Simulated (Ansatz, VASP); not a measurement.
Two plane-wave programs on GaSe4

The input INCAR:

```
SYSTEM = GaSe4
ALGO = Normal
EDIFF = 1E-7
ENCUT = 520
GGA = PE
ISIF = 2
ISMEAR = 0
LASPH = .TRUE.
LCHARG = .TRUE.
LELF = .TRUE.
LREAL = .FALSE.
LVHAR = .TRUE.
LWAVE = .FALSE.
NBANDS = 26
NELM = 80
PREC = Accurate
SIGMA = 0.1
```

File KPOINTS:

```
k-points
0
G
  4 4 4
  0 0 0
```

POSCAR

```
GaSe4
1.0
   -3.2312320400      3.2312320400      3.2312320400
    3.2312320400     -3.2312320400      3.2312320400
    3.2312320400      3.2312320400     -3.2312320400
Ga Se
1 4
Direct
    0.0000000000      0.0000000000      0.0000000000
    0.5000000000      0.5000000000      0.5000000000
    0.0000000000      0.0000000000      0.5000000000
    0.0000000000      0.5000000000      0.0000000000
    0.5000000000      0.0000000000      0.0000000000
```

Input for Ansatz:

```yaml
crystal:
  lattice:
    - [-3.23123204, 3.23123204, 3.23123204]
    - [3.23123204, -3.23123204, 3.23123204]
    - [3.23123204, 3.23123204, -3.23123204]
  atoms:
    - { symbol: Ga, position: [0.0, 0.0, 0.0] }
    - { symbol: Se, position: [0.5, 0.5, 0.5] }
    - { symbol: Se, position: [0.0, 0.0, 0.5] }
    - { symbol: Se, position: [0.0, 0.5, 0.0] }
    - { symbol: Se, position: [0.5, 0.0, 0.0] }
basis:
  ecutwfc: 420
kpoints:
  mp_grid: { grid: [4, 4, 4] }
hamiltonian:
  xc: pbe
scf:
  occupations: { method: gaussian, width: 0.1 }
  lower_state_search: "off"
output:
  forces: true
  stress: true
  eigenvalues: true
```

Alike in both runs: task single point; functional PBE; k mesh 4 × 4 × 4; occupations gaussian, width 0.1 eV; no spin polarisation.

|  | VASP | Ansatz |
| --- | --- | --- |
| version | VASP 6.6.1 | Ansatz 0.2.0 |
| potentials or method | VASP PAW PBE potentials, release 64 (Ga_d, Se) | scalar-relativistic, plane waves, PAW |
| plane-wave cutoff (eV) | 520 | 420 |
| valence electrons in the cell | 37 | 77 |

```csv
,VASP,Ansatz,Ansatz less VASP
gap on the k mesh at the Fermi level (eV),none,none,-
pressure (GPa),-5.1,-5.1,-0.03
```

A gap of «none» marks a metal or a gap that the smearing closes. The two sets of potentials don't hold the same shells in valence.
